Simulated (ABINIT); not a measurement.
# GaP (F-43m) in ABINIT: settings compared

The runs below take GaP through relaxation of cell and atoms, single point, with LDA, PBE.

Everything below comes from runs of ABINIT 10.8.3 (patched build). Logs are shortened: lines on timing, memory, paths and dates and some standing lists are left out, and cuts for length are marked. The log counts tension as positive stress, the text compression.

**Experimental background.**

“Stacking defects in GaP nanowires: Electronic structure and optical properties”, 2018, arxiv:1810.01194 quotes, for a bulk crystal of GaP at 10 K: band gap 2.34 eV (indirect).

The results are compared with them further down.

## 1. The structure

Symmetry: F-43m, No. 216, cubic system. Conventional cell: a = 5.451 Å, b = 5.451 Å, c = 5.451 Å, α = 90.00°, β = 90.00°, γ = 90.00°. Ga (site symmetry -43m) has 4 P at 2.36 Å as nearest neighbours. P (site symmetry -43m) has 4 Ga at 2.36 Å as nearest neighbours.

## 2. Relaxation of cell and atoms, LDA

run.abi reads:

```
# Pseudopotentials
pp_dirpath "./"
pseudos "Ga.upf, P.upf"

# Structure
acell 3*1.0 Angstrom
rprim
     0.0000000000     2.7252500000     2.7252500000
     2.7252500000     0.0000000000     2.7252500000
     2.7252500000     2.7252500000     0.0000000000
ntypat 2
znucl 31 15
natom 2
typat 1 2
chkprim 0
chksymtnons 0
tolsym 1.0e-6
xred
            0.0            0.0            0.0
            3/4            3/4            3/4

# Plane-wave basis
ecut 40.0
ecutsm 0.5

# k points
kptopt 1
ngkpt 6 6 6
nshiftk 1
shiftk 0.0 0.0 0.0

# Exchange and correlation
ixc 7

# Bands and occupations
nband 13
occopt 3
tsmear 0.05 eV

# SCF cycle
nstep 80
tolvrs 1.0e-12

# Output
iomode 3
prteig 0
prtebands 0
prtwf 0
prtden 0

# Relaxation
ionmov 2
optcell 2
ntime 50
tolmxf 2.0e-5
dilatmx 1.08
```

Potentials or basis: PseudoDojo NC SR LDA v0.4.1 standard.

Launch:

```
$ mpirun --bind-to none -np 4 abinit run.abi > log 2>&1
```

run.abo:

```text
.Version 10.8.3 of ABINIT
 Symmetries : space group F-4 3 m (#216); Bravais cF (face-center cubic)
================================================================================
 Values of the parameters that define the memory need of the present run
     intxc =       0    ionmov =       2      iscf =       7    lmnmax =       6
     lnmax =       6     mgfft =      48  mpssoang =       3    mqgrid =    3001
     natom =       2  nloc_mem =       1    nspden =       1   nspinor =       1
    nsppol =       1      nsym =      24    n1xccc =    2501    ntypat =       2
    occopt =       3   xclevel =       1
       mpw =        4175          nfft =      110592          nkpt =          16
================================================================================
================================================================================

--------------------------------------------------------------------------------
------------- Echo of variables that govern the present computation ------------
--------------------------------------------------------------------------------
 -outvars: echo values of preprocessed input variables --------
            acell      1.8897261259E+00  1.8897261259E+00  1.8897261259E+00 Bohr
              amu      6.97230000E+01  3.09737620E+01
          chkprim           0
      chksymtnons           0
          dilatmx      1.08000000E+00
             ecut      4.00000000E+01 Hartree
           ecutsm      5.00000000E-01 Hartree
           ionmov           2
              ixc           7
         kptrlatt        6    0    0      0    6    0      0    0    6
          kptrlen      4.36989965E+01
            natom           2
            nband          13
            ngfft          48      48      48
             nkpt          16
            nstep          80
             nsym          24
            ntime          50
           ntypat           2
           occopt           3
          optcell           2
           prtden           0
        prtebands           0
           prteig           0
            prtwf           0
            rprim      0.0000000000E+00  2.7252500000E+00  2.7252500000E+00
                       2.7252500000E+00  0.0000000000E+00  2.7252500000E+00
                       2.7252500000E+00  2.7252500000E+00  0.0000000000E+00
          spgroup         216
           tolmxf      2.00000000E-05
           tolsym      1.00000000E-06
           tolvrs      1.00000000E-12
           tsmear      1.83746611E-03 Hartree
            typat      1  2
           xangst      0.0000000000E+00  0.0000000000E+00  0.0000000000E+00
                       4.0878750000E+00  4.0878750000E+00  4.0878750000E+00
            xcart      0.0000000000E+00  0.0000000000E+00  0.0000000000E+00
                       7.7249641869E+00  7.7249641869E+00  7.7249641869E+00
             xred      0.0000000000E+00  0.0000000000E+00  0.0000000000E+00
                       7.5000000000E-01  7.5000000000E-01  7.5000000000E-01
            znucl       31.00000   15.00000

================================================================================

 chkinp: Checking input parameters for consistency.

================================================================================
== DATASET  1 ==================================================================

--- !DatasetInfo
iteration_state: {dtset: 1, }
dimensions: {natom: 2, nkpt: 16, mband: 13, nsppol: 1, nspinor: 1, nspden: 1, mpw: 4175, }
cutoff_energies: {ecut:  40.0, pawecutdg:  -1.0, }
electrons: {nelect:   1.80000000E+01, charge:   0.00000000E+00, occopt:   3.00000000E+00, tsmear:   1.83746611E-03, }
meta: {optdriver: 0, ionmov: 2, optcell: 2, iscf: 7, paral_kgb: 0, }
...

 Exchange-correlation functional for the present dataset will be:
  LDA: Perdew-Wang 92 LSD fit to Ceperley-Alder data - ixc=7
  J.P.Perdew and Y.Wang, PRB 45, 13244 (1992)

 Real(R)+Recip(G) space primitive vectors, cartesian coordinates (Bohr,Bohr^-1):
 R(1)=  0.0000000  5.1499761  5.1499761  G(1)= -0.0970878  0.0970878  0.0970878
 R(2)=  5.1499761  0.0000000  5.1499761  G(2)=  0.0970878 -0.0970878  0.0970878
 R(3)=  5.1499761  5.1499761  0.0000000  G(3)=  0.0970878  0.0970878 -0.0970878
 Unit cell volume ucvol=  2.7317795E+02 bohr^3
 Angles (23,13,12)=  6.00000000E+01  6.00000000E+01  6.00000000E+01 degrees

 getcut: wavevector=  0.0000  0.0000  0.0000  ngfft=  48  48  48
         ecut(hartree)=     46.656   => boxcut(ratio)=   2.14339

--- Pseudopotential description ------------------------------------------------
- pspini: atom type   1  psp file is ./Ga.upf
  31.00000  13.00000  180309                  znucl, zion, pspdat
12 -1012 2 -1 1858                            pspcod,pspxc,lmax,lloc,mmax
     nproj     2     2     2

- pspini: atom type   2  psp file is ./P.upf
  15.00000   5.00000  180309                  znucl, zion, pspdat
12 -1012 2 -1 1298                            pspcod,pspxc,lmax,lloc,mmax
     nproj     2     2     2

   5.69078347E+02                                ecore*ucvol(ha*bohr**3)
--------------------------------------------------------------------------------

================================================================================

=== [ionmov= 2] Broyden-Fletcher-Goldfarb-Shanno method (forces)
================================================================================

--- Iteration: ( 1/50) Internal Cycle: (1/1)
--------------------------------------------------------------------------------

---SELF-CONSISTENT-FIELD CONVERGENCE--------------------------------------------

--- !BeginCycle
iteration_state: {dtset: 1, itime: 1, icycle: 1, }
solver: {iscf: 7, nstep: 80, nline: 4, wfoptalg: 0, }
tolerances: {tolvrs: 1.00E-12, }
...

     iter   Etot(hartree)      deltaE(h)  residm     vres2
 ETOT  1  -81.350245990052    -8.135E+01 6.346E-01 2.620E+03
 ETOT  2  -82.977684602928    -1.627E+00 4.506E-02 3.797E+03
 ETOT  3  -83.290097872229    -3.124E-01 3.197E-03 5.940E+02
 ETOT  4  -83.313074630098    -2.298E-02 7.485E-03 3.636E+02
 ETOT  5  -83.346243382283    -3.317E-02 5.529E-04 2.060E+01
 ETOT  6  -83.348262735686    -2.019E-03 5.807E-04 7.332E-03
 ETOT  7  -83.348263437347    -7.017E-07 1.578E-05 1.146E-02
 ETOT  8  -83.348264465431    -1.028E-06 1.782E-05 2.768E-03
 ETOT  9  -83.348264766149    -3.007E-07 2.585E-06 2.628E-06
 ETOT 10  -83.348264766577    -4.275E-10 1.579E-06 1.585E-08
 ETOT 11  -83.348264766583    -5.997E-12 8.886E-07 3.163E-10
 ETOT 12  -83.348264766585    -2.686E-12 5.300E-07 3.638E-11
 ETOT 13  -83.348264766582     3.880E-12 3.004E-07 5.971E-14
[... 345 lines left out ...]
 Gradient of E wrt nuclear positions in reduced coordinates (gred)
  2.10362908058937E-30 -4.69604777805383E-63  2.10362908058937E-30
 -2.10362908058937E-30  4.69604777805383E-63 -2.10362908058937E-30
 Scale of Primitive Cell (acell) [bohr]
  7.20005023873547E+00  7.20005023873547E+00  7.20005023873547E+00
 Real space primitive translations (rprimd) [bohr]
  0.00000000000000E+00  5.09120434869367E+00  5.09120434869367E+00
  5.09120434869367E+00  0.00000000000000E+00  5.09120434869367E+00
  5.09120434869367E+00  5.09120434869367E+00  0.00000000000000E+00
 Unitary Cell Volume (ucvol) [Bohr^3]=  2.63931716618756E+02
 Angles (23,13,12)= [degrees]
  6.00000000000000E+01  6.00000000000000E+01  6.00000000000000E+01
 Lengths [Bohr]
  7.20005023873547E+00  7.20005023873547E+00  7.20005023873547E+00
 Stress tensor in cartesian coordinates (strten) [Ha/bohr^3]
  1.23984685783743E-07  0.00000000000000E+00  0.00000000000000E+00
  0.00000000000000E+00  1.23984685787212E-07  0.00000000000000E+00
  0.00000000000000E+00  0.00000000000000E+00  1.23984685790682E-07
 Total energy (etotal) [Ha]= -8.33487333527706E+01

 Difference of energy with previous step (new-old):
           Absolute (Ha)=-7.25773E-07
           Relative     =-8.70767E-09

 At Broyd/MD step   4, gradients are converged :
  max grad (force/stress) = 1.2398E-05 < tolmxf= 2.0000E-05 ha/bohr (free atoms)

================================================================================

 ----iterations are completed or convergence reached----

 Mean square residual over all n,k,spin=   19.651E-14; max=  30.647E-12
 reduced coordinates (array xred) for    2 atoms
      -0.000000000000      0.000000000000      0.000000000000
       0.750000000000      0.750000000000      0.750000000000
 rms dE/dt=  2.4291E-30; max dE/dt=  4.2073E-30; dE/dt below (all hartree)
    1       0.000000000000      0.000000000000      0.000000000000
    2       0.000000000000      0.000000000000      0.000000000000

 cartesian coordinates (angstrom) at end:
    1      0.00000000000000    -0.00000000000000    -0.00000000000000
    2      4.04122397332680     4.04122397332680     4.04122397332680

 cartesian forces (hartree/bohr) at end:
    1      0.00000000000000    -0.00000000000000    -0.00000000000000
    2     -0.00000000000000     0.00000000000000     0.00000000000000
 frms,max,avg= 2.3855472E-31 4.1318889E-31   0.000E+00  0.000E+00  0.000E+00 h/b

 cartesian forces (eV/Angstrom) at end:
    1      0.00000000000000    -0.00000000000000    -0.00000000000000
    2     -0.00000000000000     0.00000000000000     0.00000000000000
 frms,max,avg= 1.2266977E-29 2.1247027E-29   0.000E+00  0.000E+00  0.000E+00 e/A
 length scales=  7.200050238735  7.200050238735  7.200050238735 bohr
              =  3.810102501111  3.810102501111  3.810102501111 angstroms
 Fermi (or HOMO) energy (hartree) =   0.19397   Average Vxc (hartree)=  -0.37902
 Eigenvalues (hartree) for nkpt=  16  k points:
 kpt#   1, nband= 13, wtk=  0.00463, kpt=  0.0000  0.0000  0.0000 (reduced coord)
  -0.37461   -0.37461   -0.37461   -0.37060   -0.37060   -0.30201    0.16780    0.16780
   0.16780    0.23716    0.30682    0.30682    0.30682
      occupation numbers for kpt#   1
   2.00000    2.00000    2.00000    2.00000    2.00000    2.00000    2.00000    2.00000
   2.00000    0.00000    0.00000    0.00000    0.00000
 prteigrs : prtvol=0 or 1, do not print more k-points.

--- !EnergyTerms
iteration_state     : {dtset: 1, itime: 4, icycle: 1, }
comment             : Components of total free energy in Hartree
kinetic             :  6.50865015662813E+01
hartree             :  2.58100258093824E+01
xc                  : -2.26528612969941E+01
Ewald energy        : -4.87956704554933E+01
psp_core            :  2.15615748829399E+00
local_psp           : -6.80119758131668E+01
non_local_psp       : -3.69409106500334E+01
internal            : -8.33487333517297E+01
'-kT*entropy'       : -1.04093001461054E-09
total_energy        : -8.33487333527707E+01
total_energy_eV     : -2.26803457637552E+03
band_energy         : -3.93467946060410E+00
...

 Cartesian components of stress tensor (hartree/bohr^3)
  sigma(1 1)=  1.23984686E-07  sigma(3 2)=  0.00000000E+00
  sigma(2 2)=  1.23984686E-07  sigma(3 1)=  0.00000000E+00
  sigma(3 3)=  1.23984686E-07  sigma(2 1)=  0.00000000E+00

-Cartesian components of stress tensor (GPa)         [Pressure= -3.6478E-03 GPa]
- sigma(1 1)=  3.64775539E-03  sigma(3 2)=  0.00000000E+00
- sigma(2 2)=  3.64775539E-03  sigma(3 1)=  0.00000000E+00
- sigma(3 3)=  3.64775539E-03  sigma(2 1)=  0.00000000E+00

== END DATASET(S) ==============================================================
================================================================================

 -outvars: echo values of variables after computation  --------
            acell      7.2000502387E+00  7.2000502387E+00  7.2000502387E+00 Bohr
           etotal     -8.3348733353E+01
            fcart      1.1468295518E-47 -4.1318889137E-31 -1.1468295518E-47
                      -1.1468295518E-47  4.1318889137E-31  1.1468295518E-47
            rprim      0.0000000000E+00  7.0710678119E-01  7.0710678119E-01
                       7.0710678119E-01  0.0000000000E+00  7.0710678119E-01
                       7.0710678119E-01  7.0710678119E-01  0.0000000000E+00
           strten      1.2398468578E-07  1.2398468579E-07  1.2398468579E-07
                       0.0000000000E+00  0.0000000000E+00  0.0000000000E+00
           xangst      2.9147374500E-30 -4.0174413978E-31 -2.1112491704E-30
                       4.0412239733E+00  4.0412239733E+00  4.0412239733E+00
             xred     -1.0073181039E-30  2.2367587653E-31  8.5820085285E-31
                       7.5000000000E-01  7.5000000000E-01  7.5000000000E-01
 Calculation completed.
```

Wall time 31 s (4 MPI ranks of Intel Xeon Platinum 8488C (Sapphire Rapids), shared host); peak memory 0.36 GiB.

What came out:

```
Free energy                            : -2268.0346 eV
Relaxed volume                         : 19.56 Å³/atom
Relaxed cell                           : a = 3.810 Å, b = 3.810 Å, c = 3.810 Å, α = 60.00°, β = 60.00°, γ = 60.00°
Space group after relaxing (to 0.05 Å) : F-43m (No. 216)
Energy gained by relaxing              : 6.4 meV/atom
Ionic steps                            : 4
Pressure after relaxing                : 0.0 GPa
Band gap on the k mesh                 : 1.43 eV, indirect (least direct gap 1.89 eV)
```

The path:
| step | energy change (eV) | largest force (eV/Å) | pressure (GPa) | volume (Å³) |
| --- | --- | --- | --- | --- |
| 1 | 0.0000 | 0.0000 | -2.88 | 40.48 |
| 2 | -0.0056 | 0.0000 | -2.19 | 40.12 |
| 3 | -0.0127 | 0.0000 | 0.12 | 39.06 |
| 4 | -0.0128 | 0.0000 | 0.00 | 39.11 |

Final structure:
```cif
data_structure
_symmetry_space_group_name_H-M 'P 1'
_symmetry_Int_Tables_number 1
_cell_length_a 3.8101
_cell_length_b 3.8101
_cell_length_c 3.8101
_cell_angle_alpha 60.000
_cell_angle_beta 60.000
_cell_angle_gamma 60.000
_cell_volume 39.11
loop_
_atom_site_label
_atom_site_type_symbol
_atom_site_fract_x
_atom_site_fract_y
_atom_site_fract_z
_atom_site_occupancy
Ga1 Ga 0.00000 0.00000 0.00000 1
P1 P 0.75000 0.75000 0.75000 1
```

A k mesh can miss the band edges. A hybrid or GW would open this gap; LDA tends to underestimate it.

[end of part 1 of 2]
